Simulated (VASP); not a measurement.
Here is a VASP 6.6.1 calculation.

INCAR

```
SYSTEM = Sn
ALGO = Normal
EDIFF = 1E-7
ENCUT = 520
GGA = CA
ISIF = 2
ISMEAR = 0
LASPH = .TRUE.
LCHARG = .FALSE.
LREAL = .FALSE.
LWAVE = .FALSE.
NBANDS = 13
NELM = 60
PREC = Accurate
SIGMA = 0.15
```

File KPOINTS:

```
k-points
0
G
  18 18 18
  0 0 0
```

POSCAR

```
Sn
1.0
   -1.9514913738      1.9514913738      1.9514913738
    1.9514913738     -1.9514913738      1.9514913738
    1.9514913738      1.9514913738     -1.9514913738
Sn
1
Direct
    0.0000000000      0.0000000000      0.0000000000
```

Potentials or basis: VASP PAW LDA potentials, release 64 (Sn_d).

The run is started by

```bash
$ cat potpaw_LDA.64/Sn_d/POTCAR > POTCAR
$ mpirun -np 1 vasp_std > vasp.out
```

(1) Predict the pressure.

(2) Estimate the band gap on the k mesh.

## Answers

(1) -6.4 GPa.

(2) none (metal or under the smearing width).
